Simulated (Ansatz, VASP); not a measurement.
Two plane-wave programs on MgI2

```xyz
3
Lattice="4.1307 0.0000 0.0000 -2.0654 3.5773 0.0000 0.0000 0.0000 7.0243" Properties=species:S:1:pos:R:3 pbc="T T T"
Mg    0.0000    0.0000    0.0000
I     0.0000    2.3849    5.3561
I     2.0654    1.1924    1.6682
```

Alike in both runs: functional PBEsol; k mesh 6 × 6 × 4; occupations gaussian, width 0.02 eV; no spin polarisation.

Ansatz relaxed the structure, and its values are those at the end. VASP's run is a single point on that final structure, the one shown.

|  | VASP | Ansatz |
| --- | --- | --- |
| version | VASP 6.6.1 | Ansatz 0.2.0 |
| potentials or method | VASP PAW PBE potentials, release 64 (Mg, I) | scalar-relativistic, plane waves, PAW |
| plane-wave cutoff (eV) | 520 | 420 |
| valence electrons in the cell | 16 | 44 |

VASP gave:

```
gap on the k mesh at the Fermi level (eV) : 3.54
least direct gap on the mesh (eV)         : 3.69
pressure (GPa)                            : 0.0
```

Estimate Ansatz's values.

gap on the k mesh at the Fermi level (eV): 3.55; least direct gap on the mesh (eV): 3.70; pressure (GPa): 0.0.

The functional is the same, so the differences come from potentials, cutoffs and numerics. The two sets of potentials don't hold the same shells in valence.

Caveats: the PAW data sets were made with another functional, which shifts forces and pressure a little (VASP); spin-orbit coupling is left out, which moves the levels of the heavy elements; this functional lacks dispersion, which binds the layers, so the pressure and a relaxed spacing across them are unreliable. A k mesh can miss the band edges.
